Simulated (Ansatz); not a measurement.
## SiO2 (quartz): which axis gives way under pressure?

Cell and atoms of quartz SiO2 are relaxed at set pressures, to see how each axis shrinks. The phase is followed to these pressures whether or not it stays the stable one.

Calculated with Ansatz 0.2.0, PBEsol, PAW files of the set soft_1, cutoff 600 eV, Fermi–Dirac smearing 0.02 eV, k-mesh 7×7×5, no spin polarisation, no spin-orbit coupling.

Reference cell, relaxed at zero pressure with PBEsol (P3_221): a = 4.9503 Å, b = 4.9503 Å, c = 5.4426 Å, α = 90.00°, β = 90.00°, γ = 120.00°.

```
atom       x       y       z
  Si  0.4705  0.0000  0.6667
  Si  0.0000  0.4705  0.3333
  Si  0.5295  0.5295  0.0000
   O  0.4126  0.2667  0.7857
   O  0.7333  0.1459  0.4524
   O  0.8541  0.5874  0.1190
   O  0.2667  0.4126  0.2143
   O  0.1459  0.7333  0.5476
   O  0.5874  0.8541  0.8810
```

| P (GPa) | a (Å) | c (Å) | c/a |
| --- | --- | --- | --- |
| −1.01 | 5.0137 | 5.4952 | 1.0960 |
| 0.00 | 4.9503 | 5.4426 | 1.0995 |
| 0.99 | 4.8974 | 5.3998 | 1.1026 |
| 1.99 | 4.8512 | 5.3650 | 1.1059 |
| 3.99 | 4.7741 | 5.3126 | 1.1128 |
| 5.99 | 4.7087 | 5.2745 | 1.1202 |

**Question.** Give the linear compressibility of each axis at zero pressure, and the edges at 8.00 GPa, a row left out above.

Least squares with l = l0 + l1 P + l2 P² gives for a: l0 = 4.9523 Å, l1 = −5.585e−2 Å/GPa, l2 = 2.58e−3 Å/GPa², so β = −l1/l0 = 11.278 × 10⁻³ GPa⁻¹ and the withheld edge is 4.6705 Å. This extrapolates past the fitted rows. The run itself gives 4.6505 Å, so the estimate misses by 0.0200 Å, more than the largest misfit of the fitted rows (0.0036 Å).

Least squares with l = l0 + l1 P + l2 P² gives for c: l0 = 5.4442 Å, l1 = −4.545e−2 Å/GPa, l2 = 2.90e−3 Å/GPa², so β = −l1/l0 = 8.348 × 10⁻³ GPa⁻¹ and the withheld edge is 5.2662 Å. This extrapolates past the fitted rows. The run itself gives 5.2460 Å, so the estimate misses by 0.0202 Å, more than the largest misfit of the fitted rows (0.0035 Å).

The compressibilities add to the volume compressibility, 2β_a + β_c = 30.904 × 10⁻³ GPa⁻¹, or B0 ≈ 32 GPa; a parabola over so wide a range errs a few per cent to the stiff side. The a axis is the softest, 1.4 times as compressible as c.

[Logs are printed without paths, hosts, clocks, repeated set-up lines and the standing remarks that a program may print on its own settings, such as how far it seeks lower states.]
